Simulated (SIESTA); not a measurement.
## CsPbCl3: equation of state with PBEsol

CsPbCl3:

```
Pb Cs Cl
1.0
     5.60500    0.00000    0.00000
     0.00000    5.60500    0.00000
     0.00000    0.00000    5.60500
Pb Cs Cl
1 1 3
Direct
  0.50000 0.50000 0.50000
  0.00000 0.00000 0.00000
  0.50000 0.00000 0.50000
  0.00000 0.50000 0.50000
  0.50000 0.50000 0.00000
```

| Item | Value |
| --- | --- |
| Program | SIESTA 5.4.2 |
| Task | equation of state |
| Functional | PBEsol |
| Potentials or basis | PseudoDojo 0.4 standard (PBEsol files) |
| Basis | DZP (energy shift 0.003 Ry; two zetas on semicore shells; d shell added on Cs) |
| Grid cutoff | 800 Ry |
| Energy shift | 0.003 Ry |
| k mesh | 5 × 5 × 5 |
| Occupations | fermi-dirac, width 0.05 eV |
| Spin | no spin polarisation |

```
Equilibrium volume                      : 35.89 Å³/atom
Bulk modulus                            : 25 GPa
Pressure derivative of the bulk modulus : 4.6
```

Energy against volume, from the lowest point:
```csv
volume (Å³/atom),energy (meV/atom)
33.104,19.82
33.809,10.63
34.513,4.48
35.217,1.03
35.922,0.00
36.626,1.13
37.330,4.23
```

All runs of the series together: 8.5 min on 1 thread of Arm Neoverse V2, on a shared host.

Caveat: the basis of atomic orbitals isn't converged, which shifts pressures, moduli and gaps. Zero-point motion and thermal expansion aren't in these numbers.
